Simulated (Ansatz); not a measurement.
MgB2:

```
CELL_PARAMETERS angstrom
3.08500 0.00000 0.00000
-1.54250 2.67169 0.00000
0.00000 0.00000 3.52300
ATOMIC_POSITIONS crystal
Mg 0.00000 0.00000 0.00000
B 0.66667 0.33333 0.50000
B 0.33333 0.66667 0.50000
```

Base run:

* Program: Ansatz 0.2.0
* Functional: LDA
* Potentials or basis: Ansatz PAW
* Cutoff: 420 eV (not typed: the program's choice for these potentials)
* k mesh: 10 × 10 × 8
* Occupations: fermi-dirac, width 0.05 eV
* Spin: no spin polarisation

Its results: band gap on the k mesh none (metal or under the smearing width); pressure -7.5 GPa.

Question: The run is repeated on the same cell with these changes: functional from LDA to r2SCAN; cutoff from 420 eV (not typed: the program's choice for these potentials) to 500 eV (not typed: the program's choice for these potentials). What comes out?

Answer: Band gap on the k mesh none (metal or under the smearing width); pressure -2.1 GPa.

Caveats: the PAW data sets come from PBE, with cores solved anew for the run's functional, which leaves a small shift of forces and pressure.
